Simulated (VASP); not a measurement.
MnF2, 6 atoms in the cell. It takes space group P4_2/mnm (No. 136, tetragonal). The conventional cell has a = 4.874 Å, b = 4.874 Å, c = 3.311 Å, α = 90.00°, β = 90.00°, γ = 90.00°. Mn (site symmetry mmm) has 6 F at 2.10 to 2.13 Å as nearest neighbours. Around F (site symmetry m2m) lie 3 Mn at 2.10 to 2.13 Å. 

```yaml
Program: VASP 6.6.1
Task: band structure
Functional: LDA
Potentials_or_basis: VASP PAW LDA potentials, release 64 (Mn_pv, F)
Cutoff: 520 eV
k_mesh: 6 × 6 × 8
Occupations: fermi-dirac, width 0.05 eV
Spin: collinear spin, ferromagnetic start
Starting_moments: "[4.0, 4.0, 0.0, 0.0, 0.0, 0.0] μB"
Further_INCAR_settings: ALGO = Fast; EDIFF = 1e-07; NBANDS = 40
```

Potentials or basis: VASP PAW LDA potentials, release 64 (Mn_pv, F).

Launch:

```sh
$ cat potpaw_LDA.64/Mn_pv/POTCAR potpaw_LDA.64/F/POTCAR > POTCAR
$ mpirun -np 1 vasp_std > vasp.out
```

Hardware: 1 thread of Intel(R) Xeon(R) 6975P-C (Granite Rapids) (shared host).

How long does it take, and how much memory?

Run time: 3.7 min on 1 thread of Intel(R) Xeon(R) 6975P-C (Granite Rapids), with other jobs on the host, peak memory 0.46 GiB. Counts: scf iterations 38, k points 50.
